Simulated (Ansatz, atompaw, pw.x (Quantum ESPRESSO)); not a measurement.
gallium (diamond): variants of one PAW (atompaw) potential in the solid

```json
{"Element": "gallium (Ga)", "Generator": "atompaw 4.2.0.5", "Type": "PAW", "Functional": "PBE", "Relativity": "scalar-relativistic", "Frozen core": "[Ar] 3d10", "Valence charge": "3", "Reference configuration": "4s2 4p1", "Partial waves": "4s (bound): rc 2.65 bohr; 4s channel at -0.2 Ry: rc 2.65 bohr; 4p (bound): rc 2.65 bohr; 4p channel at 0.7 Ry: rc 2.65 bohr; 4d channel at 0.3 Ry: rc 2.10 bohr", "Local potential": "troulliermartins scheme with l = 3 at 0 Ry, radius 2.35 bohr", "Core correction": "smooth core density matched at 1.85 bohr", "Augmentation charge": "besselshape compensation charge, radius 2.00 bohr; PAW radius 2.65 bohr; waves and projectors: custom rrkj gramschmidtortho"}
```

Crystal test: diamond Ga in pw.x 7.5, no spin, 8³ k-points, Fermi–Dirac smearing 0.01 Ry, cutoffs set for each file from its atomic test. The reference is all-electron LAPW (Ansatz 0.2.0) with the same functional, mesh and smearing; V0 and B0 come from Birch–Murnaghan fits to the pressures at five volumes. Errors are pseudo minus all-electron; Δ is the rms difference of the E(V) curves that follow from these fits, minima aligned, over ±6 % about the mean V0. Mesh and smearing are coarse, so the numbers serve the comparison and aren't converged zero-temperature values; the lattice is a test structure that the element need not adopt.

All-electron: a0 = 5.883 Å (V0 = 25.45 Å³/atom), B0 = 36.2 GPa.

Base: The largest radius (2.65 bohr) exceeds half the bond length (2.41 bohr), so the spheres overlap, which is one possible source of error among others. The logarithmic derivative shows an extra or strongly shifted pseudo pole above the reference energy (d near 1.95 Ry).

1 further variants are left out: they gave no file fit for a test, a broken result, the same result as the base, or pressures whose basis-set error rivals the error shown.

```csv
change,cutoffs (Ry),pw.x,a0 (Å),a0 error (%),B0 error (%),Δ (meV/atom),mean pressure error (GPa)
base,40/400,converged,5.858,-0.43,+2.3,2.6,-0.47
wave 4s channel at -0.2 Ry: rc 2.65 bohr becomes 4s channel at -0.2 Ry: rc 1.66 bohr,40/400,converged,5.857,-0.44,+2.2,2.7,-0.48
wave 4s channel at -0.2 Ry: rc 2.65 bohr becomes 4s channel at -0.2 Ry: rc 2.22 bohr,40/400,converged,5.857,-0.44,+2.3,2.7,-0.48
wave 4s channel at -0.2 Ry: rc 2.65 bohr becomes 4s channel at -0.2 Ry: rc 2.52 bohr,40/400,converged,5.858,-0.43,+2.3,2.6,-0.47
```

(1) Give the row for: wave 4s channel at -0.2 Ry: rc 2.65 bohr becomes 4s channel at -0.2 Ry: rc 2.02 bohr.

Results:

(1) pw.x: converged; mean pressure error (GPa): -0.48; a0 (Å): 5.857; a0 error (%): -0.44; B0 error (%): +2.3; Δ (meV/atom): 2.7.
